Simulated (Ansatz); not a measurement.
## Te₂Mo: computed properties

Method: DFT PBE+D3(BJ), scalar-relativistic, plane waves, PAW (Ansatz 0.2.0).

Cutoff 420 eV; k points 12×12×2 on the computed 6-atom cell (Γ-centred); Gaussian smearing, width 0.02 eV; no spin polarisation.

The structure is relaxed at this level of theory with its symmetry kept.

Symmetry: P6_3/mmc, No. 194, hexagonal system. The conventional cell has a = 3.496 Å, b = 3.496 Å, c = 13.701 Å, α = 90.00°, β = 90.00°, γ = 120.00°. Around Te (site symmetry 3m) lie 3 Mo at 2.72 Å. Mo (site symmetry -6m2) has 6 Te at 2.72 Å as nearest neighbours.

| Quantity | Value |
| --- | --- |
| Volume per atom | 24.18 Å³ |
| Kohn–Sham band gap | 0.59 eV, indirect from Γ to (0.198, 0.195, 0.000) |
| Löwdin character of the top 1 eV of the valence band | Mo 4d 55 %, Te 5p 41 % |
| Löwdin character of the lowest 1 eV of the conduction band | Mo 4d 69 %, Te 5p 24 % |
| Electron masses at the edge by Cartesian direction of the standard setting (m_e; degenerate bands sorted by energy; no spin-orbit coupling) | x: 0.55; y: 0.41; z: 0.41 |
| Hole masses at the edge by Cartesian direction of the standard setting (m_e; degenerate bands sorted by energy; no spin-orbit coupling) | x: 1.1; y: 1.1; z: 5.2 |
| Electronic dielectric constant xx, yy, zz of the standard setting (independent particles) | 21.6, 21.6, 16.1 |
| Bader charges (e) | Te (4 in the cell) -0.29, Mo (2 in the cell) 0.58 |

Spin-orbit coupling is left out, which matters for the bands of heavy elements.